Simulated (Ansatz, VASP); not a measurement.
C: VASP beside Ansatz

```
CELL_PARAMETERS angstrom
0.00000 1.76575 1.76575
1.76575 0.00000 1.76575
1.76575 1.76575 0.00000
ATOMIC_POSITIONS crystal
C 0.50000 0.50000 0.50000
C 0.75000 0.75000 0.75000
```

This isn't the form of C at room conditions, which is graphite.

Alike in both runs: task relaxation of cell and atoms; functional LDA; k mesh 12 × 12 × 12; occupations gaussian, width 0.02 eV; no spin polarisation.

```csv
,VASP,Ansatz
version,VASP 6.6.1,Ansatz 0.2.0
potentials or method,"VASP PAW LDA potentials, release 64 (C)","scalar-relativistic, plane waves, PAW"
plane-wave cutoff (eV),600,420
valence electrons in the cell,8,8
```

```csv
,VASP,Ansatz,Ansatz less VASP
"gap on the k mesh at the Fermi level, each at its own relaxed structure (eV)",4.19,4.20,+0.009
relaxed volume (Å³/atom),5.52,5.51,-0.011
relaxed cell length with the largest relative difference (Å),2.499,2.497,-0.0017
```

Ansatz warned: «pseudo_functional_mismatch».
